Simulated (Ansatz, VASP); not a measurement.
Na in VASP and in Ansatz

Contents of INCAR:

```
SYSTEM = Na
ALGO = Normal
EDIFF = 1E-6
ENCUT = 520
ISIF = 2
ISMEAR = 0
LASPH = .True.
LCHARG = .False.
LREAL = .False.
LWAVE = .False.
NBANDS = 10
NELM = 100
PREC = Accurate
SIGMA = 0.03
```

KPOINTS

```
k-points
0
Gamma
  11 11 11
  0 0 0
```

The input POSCAR:

```
Na
1.0
   -2.0287155323      2.0287155323      2.0287155323
    2.0287155323     -2.0287155323      2.0287155323
    2.0287155323      2.0287155323     -2.0287155323
Na
1
Direct
    0.0000000000      0.0000000000      0.0000000000
```

Input for Ansatz:

```yaml
crystal:
  lattice:
    - [-2.0287155323, 2.0287155323, 2.0287155323]
    - [2.0287155323, -2.0287155323, 2.0287155323]
    - [2.0287155323, 2.0287155323, -2.0287155323]
  atoms:
    - { symbol: Na, position: [0.0, 0.0, 0.0] }
hamiltonian:
  xc: lda
  pseudopotentials:
    kind: paw
    azcp:
      Na: "pseudopotentials/Na.paw.azcp"
basis:
  ecutwfc: 420
  fft_grid_basis: typed
kpoints:
  mp_grid: { grid: [11, 11, 11], shift: [0, 0, 0] }
magnetization:
  spin_polarized: false
scf:
  occupations: { method: gaussian, width: 0.03 }
  lower_state_search: "off"
output:
  stress: true
  write_density: true
  write_potential: true
  elf: true
  volumetric_format: npy
```

Alike in both runs: task single point; functional LDA; k mesh 11 × 11 × 11; occupations gaussian, width 0.03 eV; no spin polarisation.

```csv
,VASP,Ansatz
version,VASP 6.6.1,Ansatz 0.2.0
potentials or method,"VASP PAW LDA potentials, release 64 (Na_pv)","plane waves (420 eV) with PAW, scalar-relativistic"
plane-wave cutoff (eV),520,420
valence electrons in the cell,7,9
```

|  | VASP | Ansatz | Ansatz less VASP |
| --- | --- | --- | --- |
| pressure (GPa) | -0.1 | 0.0 | +0.03 |

The two sets of potentials don't hold the same shells in valence. Ansatz warned: «pseudo_functional_mismatch».
